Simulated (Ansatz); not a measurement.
# Li: start and end of a relaxation

A trial structure of Li was built thus: random sheet by layer group and Wyckoff sites. The dimensions are guesses.

The sheet is periodic along a and b; c holds vacuum. Symmetry isn't written into the files.

start.cif

```cif
data_structure
_symmetry_space_group_name_H-M 'P 1'
_symmetry_Int_Tables_number 1
_cell_length_a 3.6189
_cell_length_b 3.6189
_cell_length_c 15.0000
_cell_angle_alpha 90.000
_cell_angle_beta 90.000
_cell_angle_gamma 120.000
_cell_volume 170.13
loop_
_atom_site_label
_atom_site_type_symbol
_atom_site_fract_x
_atom_site_fract_y
_atom_site_fract_z
_atom_site_occupancy
Li1 Li 0.66667 0.33333 0.49968 1
Li2 Li 0.33333 0.66667 0.50032 1
```

Computed with Ansatz 0.2.0, DFT PBE, scalar-relativistic, plane waves, PAW. Cutoff 420 eV, Gaussian smearing, Γ-centred meshes. In-plane cell and atoms relax first on a coarse mesh and then on a finer one. In metals the finer mesh still leaves noise of several meV/atom or more. The steps can't lower the symmetry of their start. No spin polarisation.

end.cif

```cif
data_structure
_symmetry_space_group_name_H-M 'P 1'
_symmetry_Int_Tables_number 1
_cell_length_a 3.1136
_cell_length_b 3.1136
_cell_length_c 28.1974
_cell_angle_alpha 90.000
_cell_angle_beta 90.000
_cell_angle_gamma 120.000
_cell_volume 236.73
loop_
_atom_site_label
_atom_site_type_symbol
_atom_site_fract_x
_atom_site_fract_y
_atom_site_fract_z
_atom_site_occupancy
Li1 Li 0.66667 0.33333 0.22505 1
Li2 Li 0.33333 0.66667 0.30692 1
```

The symmetry stays p-3m1 (No. 72). The area per atom shrinks by 26.0 %, from 5.7 to 4.2 Å². The shortest distance goes from 2.09 Å (Li–Li) to 2.93 Å (Li–Li). The energy falls by about 0.89 eV/atom (the start's value is from the coarse mesh). The program sets the height of the box itself, so the height of the cell differs between start and end.

| Quantity | Value |
| --- | --- |
| Layer group | p-3m1 (No. 72) |
| In-plane cell | a = 3.114 Å, b = 3.114 Å, γ = 120.0° |
| Area per atom | 4.20 Å² |
| Thickness between the outermost nuclei | 2.31 Å |
| Energy over the standard state | +0.25 eV/atom |
| Gap on the 24×24×1 mesh of the 2-atom cell | 0 eV (a metal) |

Energies count from the standard state of Li at the same level. So it is a metastable form at best.

The last run used Gaussian smearing of 0.10 eV. Symmetry constrained the relaxation, so the result can be a saddle point. In all, the 4 runs took 43 s on 1 thread of Intel(R) Xeon(R) 6975P-C (Granite Rapids), on a shared host.
